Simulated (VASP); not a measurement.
# Rh (Fm-3m) in VASP: a series of runs

One crystal, Rh, is run at these levels: PBE; tasks: relaxation of the atoms.

Program: VASP 6.6.1. These are calculated values, not measurements. Logs are shortened: lines on timing, memory, paths and dates and some standing lists are left out, and cuts for length are marked.

### 1 Starting point

It takes space group Fm-3m (No. 225, cubic). Conventional cell: a = 3.829 Å, b = 3.829 Å, c = 3.829 Å, α = 90.00°, β = 90.00°, γ = 90.00°. Rh (site symmetry m-3m) is surrounded by 12 Rh at 2.71 Å.

### 2 Relaxation of the atoms, PBE (a relaxed cell with its volume scaled by 0.96)

Input file INCAR:

```
PREC = Accurate ; ENCUT = 600
EDIFF = 1E-7 ; ISMEAR = 1
SIGMA = 0.1 ; LREAL = F
LASPH = T ; NELM = 80
ALGO = Normal ; ISIF = 2
LWAVE = F ; LCHARG = F
GGA = PE ; IBRION = 2
NSW = 40 ; EDIFFG = -0.01
```

Input file KPOINTS:

```
Automatic mesh
0
Gamma
  16 16 16
```

Input file POSCAR:

```
Rh                                      
1.0
    0.0000000000      1.8888478729      1.8888478729
    1.8888478729      0.0000000000      1.8888478729
    1.8888478729      1.8888478729      0.0000000000
  Rh            
     1
Direct
     0.0000000000000000    0.0000000000000000    0.0000000000000000
```

Potentials or basis: VASP PAW PBE potentials, release 64 (Rh_pv).

On the command line:

```
$ cat potpaw_PBE.64/Rh_pv/POTCAR > POTCAR
$ mpirun -np 1 vasp_std > vasp.out
```

OUTCAR:

```text
PREC = Accurate
   ENCUT = 600
   EDIFF = 1E-7
   ISMEAR = 1
   LREAL = F
   LASPH = T
   NELM = 80
   ISIF = 2
   GGA = PE
   IBRION = 2
   NSW = 40
   EDIFFG = -0.01

 ion  position               nearest neighbor table
   1  0.000  0.000  0.000-

  LATTYP: Found a face centered cubic cell.
 ALAT       =     3.7776957458

  Lattice vectors:

 A1 = (   0.0000000000,   1.8888478729,   1.8888478729)
 A2 = (   1.8888478729,   0.0000000000,   1.8888478729)
 A3 = (   1.8888478729,   1.8888478729,   0.0000000000)

Analysis of symmetry for initial positions (statically):
=====================================================================
 Subroutine PRICEL returns:
 Original cell was already a primitive cell.

 Routine SETGRP: Setting up the symmetry group for a
 face centered cubic supercell.

 Subroutine GETGRP returns: Found 48 space group operations
 (whereof 48 operations were pure point group operations)
 out of a pool of 48 trial point group operations.

The static configuration has the point symmetry O_h .

Analysis of symmetry for dynamics (positions and initial velocities):
=====================================================================
 Subroutine PRICEL returns:
 Original cell was already a primitive cell.

 Routine SETGRP: Setting up the symmetry group for a
 face centered cubic supercell.

 Subroutine GETGRP returns: Found 48 space group operations
 (whereof 48 operations were pure point group operations)
 out of a pool of 48 trial point group operations.

The dynamic configuration has the point symmetry O_h .

 Subroutine INISYM returns: Found 48 space group operations
 (whereof 48 operations are pure point group operations),
 and found     1 'primitive' translations

----------------------------------------------------------------------------------------

                                     Primitive cell

  volume of cell :      13.4779

  direct lattice vectors                    reciprocal lattice vectors
     0.000000000  1.888847873  1.888847873    -0.264711630  0.264711630  0.264711630
     1.888847873  0.000000000  1.888847873     0.264711630 -0.264711630  0.264711630
     1.888847873  1.888847873  0.000000000     0.264711630  0.264711630 -0.264711630

  length of vectors
     2.671234279  2.671234279  2.671234279     0.458493993  0.458493993  0.458493993

  position of ions in fractional coordinates (direct lattice)
     0.000000000  0.000000000  0.000000000

  ion indices of the primitive-cell ions
   primitive index   ion index
                 1           1

----------------------------------------------------------------------------------------

 KPOINTS: Automatic mesh

Automatic generation of k-mesh.
 Grid dimensions read from file:
 generate k-points for:   16   16   16

 Generating k-lattice:

  Cartesian coordinates                     Fractional coordinates (reciprocal lattice)
    -0.016544477  0.016544477  0.016544477     0.062500000  0.000000000  0.000000000
     0.016544477 -0.016544477  0.016544477     0.000000000  0.062500000  0.000000000
     0.016544477  0.016544477 -0.016544477     0.000000000  0.000000000  0.062500000

  Length of vectors
     0.028655875  0.028655875  0.028655875

  Shift w.r.t. Gamma in fractional coordinates (k-lattice)
     0.000000000  0.000000000  0.000000000

 Subroutine IBZKPT returns following result:
 ===========================================

 Found    145 irreducible k-points:

 Following reciprocal coordinates:
            Coordinates               Weight
  0.000000  0.000000  0.000000      1.000000
  0.062500  0.000000  0.000000      8.000000
  0.125000  0.000000  0.000000      8.000000
  0.187500  0.000000  0.000000      8.000000
  0.250000  0.000000  0.000000      8.000000
  0.312500  0.000000  0.000000      8.000000
[... 16 lines left out ...]
 -0.125000  0.062500  0.000000     24.000000
 -0.062500  0.062500  0.000000     12.000000
 [... further k-points ...]
   k-points           NKPTS =    145   k-points in BZ     NKDIM =    145   number of bands    NBANDS=     11
   number of dos      NEDOS =    301   number of ions     NIONS =      1
   total plane-waves  NPLWV =  13824
   dimension x,y,z NGX =    24 NGY =   24 NGZ =   24
   dimension x,y,z NGXF=    48 NGYF=   48 NGZF=   48
   ions per type =               1
   NGX,Y,Z   is equivalent  to a cutoff of  14.94, 14.94, 14.94 a.u.
   NGXF,Y,Z  is equivalent  to a cutoff of  29.87, 29.87, 29.87 a.u.
 SYSTEM =  unknown system
   PREC   = accura    normal or accurate (medium, high low for compatibility)
   ISTART =      0    job   : 0-new  1-cont  2-samecut
   ICHARG =      2    charge: 1-file 2-atom 10-const
   ISPIN  =      1    spin polarized calculation?
   LNONCOLLINEAR =      F non collinear calculations
   LSORBIT =      F    spin-orbit coupling
   LASPH  =      T    aspherical Exc in radial PAW
   ENCUT  =  600.0 eV  44.10 Ry    6.64 a.u.   5.34  5.34  5.34*2*pi/ulx,y,z
   NELM   =     80;   NELMIN=  2; NELMDL= -5     # of ELM steps
   EDIFF  = 0.1E-06   stopping-criterion for ELM
   LREAL  =      F    real-space projection
   EDIFFG = -.1E-01   stopping-criterion for IOM
   NSW    =     40    number of steps for IOM
   IBRION =      2    ionic relax: 0-MD 1-quasi-New 2-CG
   NFREE  =      1    steps in history (QN), initial steepest desc. (CG)
   ISIF   =      2    stress and relaxation
   ISYM   =      2    0-nonsym 1-usesym 2-fastsym
   POTIM  = 0.5000    time-step for ionic-motion
   TEBEG  =    0.0;   TEEND  =   0.0 temperature during run
   PSTRESS=    0.0 pullay stress
   NELECT =      15.0000    total number of electrons
   NUPDOWN=      -1.0000    fix difference up-down
   EMIN   =  10.00;   EMAX   =-10.00  energy-range for DOS
   EFERMI =   0.00;   METHOD = LEGACY
   ISMEAR =     1;   SIGMA  =   0.10  broadening in eV -4-tet -1-fermi 0-gaus
   EFERMI_NEDOS =   21; number of points for ismear=-14 and -15
   IALGO  =     38    algorithm
   IMIX   =      4    mixing-type and parameters
     AMIX     =   0.40;   BMIX     =  1.00
     AMIX_MAG =   1.60;   BMIX_MAG =  1.00
  volume/ion in A,a.u.               =      13.48        90.95
  Fermi-wavevector in a.u.,A,eV,Ry     =   1.696543  3.206002 39.161091  2.878259
  Thomas-Fermi vector in A             =   2.777387
   LORBIT       =      0    0 simple, 1 ext, 2 COOP (PROOUT), +10 PAW based schemes
   GGA     = PE    functional components
   LHFCALC =     F    Hartree Fock is set to
   AEXX    =    0.0000 exact exchange contribution
   IVDW    =     0    specifies the selected vdW correction
   LEPSILON=     F    determine dielectric tensor
   LRPA    =     F    only Hartree local field effects (RPA)
 conjugate gradient relaxation of ions
 non-spin polarized calculation
 Methfessel and Paxton  Order N= 1 SIGMA  =   0.10
  energy-cutoff  :      600.00
  volume of cell :       13.48
 maximum number of plane-waves:       464
 NGX is ok and might be reduce to    24
   NGX = 11   NGY = 11   NGZ = 11

 number of electron      15.0000002 magnetization

 Free energy of the ion-electron system (eV)
  ---------------------------------------------------
  ext. energy  EPLUGINS =         0.00000000
  ---------------------------------------------------
  free energy    TOTEN  =        -7.23725803 eV

  energy without entropy =       -7.23699301  energy(sigma->0) =       -7.23716969

 E-fermi :  12.2560     XC(G=0): -14.1598

 val. band max:       12.2491389972   @ k =   0.4375   0.1250   0.0625
 cond. band min:      12.2604294621   @ k =  -0.3750   0.2500   0.0000
 fundamental gap:      0.0112904649
 Fermi energy:        12.2559717822

 k-point     1 :       0.0000    0.0000    0.0000
  band No.  band energies     occupation
      1     -34.1388      2.00000
      2     -34.1388      2.00000
      3     -34.1388      2.00000
      4       4.1670      2.00000
      5       9.1004      2.00000
      6       9.1004      2.00000
      7       9.1004      2.00000
      8      11.2534      2.00000
      9      11.2534      2.00000
     10      28.2533      0.00000
     11      32.7537      0.00000

 k-point     2 :       0.0625    0.0000    0.0000
  band No.  band energies     occupation
      1     -34.1697      2.00000
      2     -34.1429      2.00000
      3     -34.1429      2.00000
      4       4.3275      2.00000
      5       9.0284      2.00000
      6       9.1636      2.00000
      7       9.1636      2.00000
      8      11.2176      2.00000
      9      11.2176      2.00000
     10      28.4902      0.00000
     11      32.7707      0.00000

 k-point     3 :       0.1250    0.0000    0.0000
  band No.  band energies     occupation
      1     -34.2574      2.00000
      2     -34.1547      2.00000
      3     -34.1547      2.00000
      4       4.7809      2.00000
      5       8.8590      2.00000
      6       9.3213      2.00000
      7       9.3213      2.00000
      8      11.1495      2.00000
      9      11.1495      2.00000
     10      29.1040      0.00000
     11      31.2609      0.00000

 k-point     4 :       0.1875    0.0000    0.0000
  band No.  band energies     occupation
      1     -34.3872      2.00000
      2     -34.1724      2.00000
      3     -34.1724      2.00000
      4       5.4168      2.00000
      5       8.7439      2.00000
      6       9.4674      2.00000
      7       9.4674      2.00000
      8      11.1707      2.00000
      9      11.1707      2.00000
     10      29.3647      0.00000
     11      29.8248      0.00000
[... 239 lines left out ...]
 k-point    22 :      -0.1875    0.0625    0.0000
  band No.  band energies     occupation
      1     -34.4426      2.00000
      2     -34.2084      2.00000
      3     -34.1710      2.00000
      4       5.7619      2.00000
      5       8.6153      2.00000
      6       9.5314      2.00000
      7       9.5788      2.00000
      8      10.8883      2.00000
      9      11.6005      2.00000
     10      28.8515      0.00000
     11      30.0686      0.00000

 k-point    23 :      -0.1250    0.0625    0.0000
  band No.  band energies     occupation
      1     -34.3094      2.00000
      2     -34.1842      2.00000
      3     -34.1544      2.00000
      4       5.1139      2.00000
      5       8.6958      2.00000
      6       9.4350      2.00000
      7       9.4667      2.00000
      8      10.8950      2.00000
      9      11.3599      2.00000
     10      29.5121      0.00000
     11      30.6322      0.00000

 k-point    24 :      -0.0625    0.0625    0.0000
  band No.  band energies     occupation
      1     -34.2131      2.00000
      2     -34.1612      2.00000
      3     -34.1445      2.00000
      4       4.5871      2.00000
      5       8.8936      2.00000
      6       9.2504      2.00000
      7       9.2998      2.00000
      8      11.0592      2.00000
      9      11.2789      2.00000
     10      28.8595      0.00000
     11      32.1289      0.00000

 [... further k-points ...]

------------------------ aborting loop because EDIFF is reached ----------------------------------------

  FORCE on cell =-STRESS in cart. coord.  units (eV):
  Direction    XX          YY          ZZ          XY          YZ          ZX
  --------------------------------------------------------------------------------------
  -------------------------------------------------------------------------------------
  Total        0.9865595      0.9865595      0.9865595     -0.0000000      0.0000000      0.0000000
  in kB      117.2770196    117.2770196    117.2770196     -0.0000000      0.0000000      0.0000000
  external PRESSURE =     117.2770196 kB  Pullay stress =       0.0000000 kB

 VOLUME and BASIS-vectors are now :
 -----------------------------------------------------------------------------
  energy-cutoff  :      600.00
  volume of cell :       13.48
      direct lattice vectors                 reciprocal lattice vectors
     0.000000000  1.888847873  1.888847873    -0.264711630  0.264711630  0.264711630
     1.888847873  0.000000000  1.888847873     0.264711630 -0.264711630  0.264711630
     1.888847873  1.888847873  0.000000000     0.264711630  0.264711630 -0.264711630

 POSITION                                       TOTAL-FORCE (eV/Angst)
 -----------------------------------------------------------------------------------
      0.00000      0.00000      0.00000         0.000000     -0.000000      0.000000
 -----------------------------------------------------------------------------------
    total drift:                               -0.000000      0.000000     -0.000000

  FREE ENERGIE OF THE ION-ELECTRON SYSTEM (eV)
  ---------------------------------------------------
  free  energy   TOTEN  =        -7.2372580261 eV

  energy  without entropy=       -7.2369930108  energy(sigma->0) =       -7.23716969

 reached required accuracy - stopping structural energy minimisation
```

Run time: 15 s. Hardware: 1 thread of Intel Xeon Platinum 8488C (Sapphire Rapids), shared host; peak memory 0.15 GiB.

Results:

```
Free energy             : -7.2373 eV
Pressure after relaxing : 11.7 GPa
Band gap on the k mesh  : none (metal or under the smearing width)
```

Final structure:
```cif
data_structure
_symmetry_space_group_name_H-M 'P 1'
_symmetry_Int_Tables_number 1
_cell_length_a 2.6712
_cell_length_b 2.6712
_cell_length_c 2.6712
_cell_angle_alpha 60.000
_cell_angle_beta 60.000
_cell_angle_gamma 60.000
_cell_volume 13.48
loop_
_atom_site_label
_atom_site_type_symbol
_atom_site_fract_x
_atom_site_fract_y
_atom_site_fract_z
_atom_site_occupancy
Rh1 Rh 0.00000 0.00000 0.00000 1
```

Levels at points of the mesh, in eV from the Fermi level:
```
           k point  band 3  band 4  band 5  band 6  band 7  band 8  band 9  band 10  band 11
(0.00, 0.00, 0.00)  -46.39   -8.09   -3.16   -3.16   -3.16   -1.00   -1.00    16.00    20.50
(0.50, 0.00, 0.00)  -46.50   -6.27   -3.24   -3.24    0.61    0.61    0.73     8.87    15.51
(0.50, 0.50, 0.00)  -46.68   -6.49   -6.11    0.58    1.04    1.04    3.31    12.55    13.46
```

Caveat: the relaxation stopped at its first step, so nothing moved.

### 3 Relaxation of the atoms, PBE (a relaxed cell with its volume scaled by 0.98)

INCAR is that of step 2.

KPOINTS is that of step 2.

Input file POSCAR:

```
Rh                                      
1.0
    0.0000000000      1.9018748216      1.9018748216
    1.9018748216      0.0000000000      1.9018748216
    1.9018748216      1.9018748216      0.0000000000
  Rh            
     1
Direct
     0.0000000000000000    0.0000000000000000    0.0000000000000000
```

Potentials or basis: VASP PAW PBE potentials, release 64 (Rh_pv).

On the command line:

```
$ cat potpaw_PBE.64/Rh_pv/POTCAR > POTCAR
$ mpirun -np 1 vasp_std > vasp.out
```

OUTCAR:

```text
PREC = Accurate
   ENCUT = 600
   EDIFF = 1E-7
   ISMEAR = 1
   LREAL = F
   LASPH = T
   NELM = 80
   ISIF = 2
   GGA = PE
   IBRION = 2
   NSW = 40
   EDIFFG = -0.01

 ion  position               nearest neighbor table
   1  0.000  0.000  0.000-

  LATTYP: Found a face centered cubic cell.
 ALAT       =     3.8037496432

  Lattice vectors:

 A1 = (   0.0000000000,   1.9018748216,   1.9018748216)
 A2 = (   1.9018748216,   0.0000000000,   1.9018748216)
[... 520 lines left out ...]
 [... further k-points ...]

------------------------ aborting loop because EDIFF is reached ----------------------------------------

  FORCE on cell =-STRESS in cart. coord.  units (eV):
  Direction    XX          YY          ZZ          XY          YZ          ZX
  --------------------------------------------------------------------------------------
  -------------------------------------------------------------------------------------
  Total        0.4732204      0.4732204      0.4732204      0.0000000     -0.0000000      0.0000000
  in kB       55.1059193     55.1059193     55.1059193      0.0000000     -0.0000000      0.0000000
  external PRESSURE =      55.1059193 kB  Pullay stress =       0.0000000 kB

 VOLUME and BASIS-vectors are now :
 -----------------------------------------------------------------------------
  energy-cutoff  :      600.00
  volume of cell :       13.76
      direct lattice vectors                 reciprocal lattice vectors
     0.000000000  1.901874822  1.901874822    -0.262898480  0.262898480  0.262898480
     1.901874822  0.000000000  1.901874822     0.262898480 -0.262898480  0.262898480
     1.901874822  1.901874822  0.000000000     0.262898480  0.262898480 -0.262898480

 POSITION                                       TOTAL-FORCE (eV/Angst)
 -----------------------------------------------------------------------------------
      0.00000      0.00000      0.00000         0.000000      0.000000      0.000000
 -----------------------------------------------------------------------------------
    total drift:                                0.000000      0.000000     -0.000000

  FREE ENERGIE OF THE ION-ELECTRON SYSTEM (eV)
  ---------------------------------------------------
  free  energy   TOTEN  =        -7.2526927303 eV

  energy  without entropy=       -7.2524280760  energy(sigma->0) =       -7.25260451

 reached required accuracy - stopping structural energy minimisation
```

OSZICAR:

```text
N       E                     dE             d eps       ncg     rms          rms(c)
DAV:   1     0.124250926510E+03    0.12425E+03   -0.10141E+04  3190   0.162E+03
DAV:   2    -0.608372162504E+01   -0.13033E+03   -0.12469E+03  3274   0.409E+02
DAV:   3    -0.773999259642E+01   -0.16563E+01   -0.16256E+01  3667   0.518E+01
DAV:   4    -0.774976549374E+01   -0.97729E-02   -0.97714E-02  3519   0.416E+00
DAV:   5    -0.774991206126E+01   -0.14657E-03   -0.14657E-03  3643   0.481E-01    0.101E+01
DAV:   6    -0.727252669738E+01    0.47739E+00   -0.11324E+00  3340   0.158E+01    0.352E+00
DAV:   7    -0.725618069784E+01    0.16346E-01   -0.22777E-02  3565   0.196E+00    0.168E+00
DAV:   8    -0.725285138434E+01    0.33293E-02   -0.38635E-03  3322   0.100E+00    0.216E-01
DAV:   9    -0.725269038272E+01    0.16100E-03   -0.14390E-04  3643   0.199E-01    0.126E-02
DAV:  10    -0.725269279890E+01   -0.24162E-05   -0.34963E-06  3499   0.279E-02    0.235E-03
DAV:  11    -0.725269273026E+01    0.68645E-07   -0.33573E-07  3598   0.865E-03
   1 F= -.72526927E+01 E0= -.72526045E+01  d E =-.725269E+01
```

CONTCAR:

```text
Rh
   1.00000000000000
     0.0000000000000000    1.9018748216000001    1.9018748216000001
     1.9018748216000001    0.0000000000000000    1.9018748216000001
     1.9018748216000001    1.9018748216000001    0.0000000000000000
  Rh
     1
Direct
     0.0000000000000000    0.0000000000000000    0.0000000000000000

  0.00000000E+00  0.00000000E+00  0.00000000E+00
```

Wall time 14 s (1 thread of Intel Xeon Platinum 8488C (Sapphire Rapids), shared host); peak memory 0.16 GiB.

Results:

```
Free energy             : -7.2527 eV
Pressure after relaxing : 5.5 GPa
Band gap on the k mesh  : none (metal or under the smearing width)
```

Final structure:
```cif
data_structure
_symmetry_space_group_name_H-M 'P 1'
_symmetry_Int_Tables_number 1
_cell_length_a 2.6897
_cell_length_b 2.6897
_cell_length_c 2.6897
_cell_angle_alpha 60.000
_cell_angle_beta 60.000
_cell_angle_gamma 60.000
_cell_volume 13.76
loop_
_atom_site_label
_atom_site_type_symbol
_atom_site_fract_x
_atom_site_fract_y
_atom_site_fract_z
_atom_site_occupancy
Rh1 Rh 0.00000 0.00000 0.00000 1
```

Caveat: the relaxation stopped at its first step, so nothing moved.

[end of part 1 of 2]
